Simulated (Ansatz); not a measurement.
# AlN: a slab and its surfaces, (10-10), 2 layers

Aim: cut a slab of AlN (10-10), 2 layers from the relaxed bulk, relax it, and get surface energy and work function. Methods of the runs shown: LAPW. Companion runs by PAW are cited. Its runs: bulk in the slab's orientation (LAPW); the reference run (LAPW); atoms relaxed (LAPW); no images along the normal (LAPW).

Computed with Ansatz 0.2.0 (DFT, PBE, all-electron LAPW, scalar-relativistic, unless a step's input says otherwise).

## 1. The starting structure

The structure is hexagonal, space group P6_3mc (No. 186). The conventional cell has a = 3.130 Å, b = 3.130 Å, c = 5.018 Å, α = 90.00°, β = 90.00°, γ = 120.00°. Around Al (site symmetry 3m) lie 4 N at 1.90 to 1.91 Å. N (site symmetry 3m) has 4 Al at 1.90 to 1.91 Å as nearest neighbours.

Structure file:

```
Al N
1.0
    -1.56508    2.71080    0.00000
     0.00000    0.00000    5.01811
     4.69524    2.71080    0.00000
Al N
4 4
Direct
  0.50000 0.99724 0.16667
  0.00000 0.99724 0.66667
  0.00000 0.49724 0.33333
  0.50000 0.49724 0.83333
  0.50000 0.37876 0.16667
  0.00000 0.37876 0.66667
  0.00000 0.87876 0.33333
  0.50000 0.87876 0.83333
```

Atoms are numbered in the order of the input: Al1, Al2, Al3, Al4, N5, N6, N7, N8.

## 2. Bulk in the slab's orientation, LAPW

Input file input.yaml:

```yaml
crystal:
  lattice:
    - [-1.5650789238, 2.7107962138, 0.0]
    - [0.0, 0.0, 5.0181095988]
    - [4.6952367713, 2.7107962138, 0.0]
  atoms:
    - { symbol: Al, position: [0.5, 0.997240306, 0.166666667] }
    - { symbol: Al, position: [0.0, 0.997240306, 0.666666667] }
    - { symbol: Al, position: [0.0, 0.497240306, 0.333333333] }
    - { symbol: Al, position: [0.5, 0.497240306, 0.833333333] }
    - { symbol: "N", position: [0.5, 0.378759694, 0.166666667] }
    - { symbol: "N", position: [0.0, 0.378759694, 0.666666667] }
    - { symbol: "N", position: [0.0, 0.878759694, 0.333333333] }
    - { symbol: "N", position: [0.5, 0.878759694, 0.833333333] }
kpoints:
  mp_grid: { grid: [10, 6, 6] }
scf:
  occupations: { method: fermi_dirac, width: 0.02 }
hamiltonian:
  xc: pbe
  pseudopotentials: { kind: all_electron, lapw: { basis_error: 0.001 } }
output:
  forces: true
  stress: true
  eigenvalues: true
```

Command:

```console
$ ansatz run input.yaml --threads 1 --pin off --max-ram 3584MiB --backend cpu --events-out ev --progress --plain --runs-dir out
```

The runs that follow: Slab as cut, LAPW; Atoms relaxed, LAPW; No images along the normal, LAPW.

Before running it: what results should come out? Wanted: surface energy; work function (for each run or level that gives them).

**Answer**, as computed:

| quantity | value |
| --- | --- |
| surface energy (LAPW, relaxed) | 1.21 J/m² |
| work function (LAPW, relaxed) | 4.14 eV |
| surface energy (PAW, relaxed) | 1.21 J/m² |
| work function (PAW, relaxed) | 4.14 eV |

What this shows: By LAPW the surface costs 2.18 J/m² as cut and 1.21 J/m² relaxed. With a gap the Fermi level lies anywhere inside it, so the work function printed is no measured quantity. Thickness wasn't converged, and no reconstruction was sought.

The gaps are Kohn-Sham values of a semilocal functional, not quasiparticle or optical gaps. Such gaps usually fall short of the measured ones.
